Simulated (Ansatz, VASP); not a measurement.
**F: VASP beside Ansatz**

INCAR

```
ALGO = Normal ; EDIFF = 1E-6
ENCUT = 520 ; GGA = CA
ISIF = 2 ; ISMEAR = -1
LASPH = True ; LCHARG = False
LREAL = False ; LWAVE = False
NBANDS = 10 ; NELM = 60
PREC = Accurate ; SIGMA = 0.05
```

File KPOINTS:

```
k-points
0
Gamma
  17 17 17
```

The input POSCAR:

```
F
1.0
    0.0000000000      1.4658133561      1.4658133561
    1.4658133561      0.0000000000      1.4658133561
    1.4658133561      1.4658133561      0.0000000000
F
1
Direct
    0.0000000000      0.0000000000      0.0000000000
```

Input for Ansatz:

```yaml
crystal:
  lattice:
    - [0.0, 1.4658133561, 1.4658133561]
    - [1.4658133561, 0.0, 1.4658133561]
    - [1.4658133561, 1.4658133561, 0.0]
  atoms:
    - { symbol: F, position: [0.0, 0.0, 0.0] }
kpoints:
  mp_grid: { grid: [17, 17, 17] }
scf:
  occupations: { method: fermi_dirac, width: 0.05 }
hamiltonian:
  xc: lda
  pseudopotentials: { kind: all_electron, lapw: { basis_error: 0.001 } }
output:
  forces: true
  stress: true
  eigenvalues: true
  populations: true
```

Change from the starting cell: volume scaled by 0.75, LAPW.

Alike in both runs: task single point; functional LDA; k mesh 17 × 17 × 17; occupations fermi-dirac, width 0.05 eV; no spin polarisation.

```csv
,VASP,Ansatz
version,VASP 6.6.1,Ansatz 0.2.0
potentials or method,"VASP PAW LDA potentials, release 64 (F)","all-electron LAPW, scalar-relativistic"
plane-wave cutoff (eV),520,see its input
```

```tsv
	VASP	Ansatz	Ansatz less VASP
pressure (GPa)	60.2	60.8	+0.62
```

Ansatz ran all-electron here, so the differences hold the error of VASP's frozen core and of both bases.

Caveats: the cell as given lies far from equilibrium; so large a pressure means that the cell lies far from this level's equilibrium, or that cutoff or potentials fall short (VASP); an odd number of electrons without spin polarisation forces a metal; a magnetic or distorted state may lie lower.
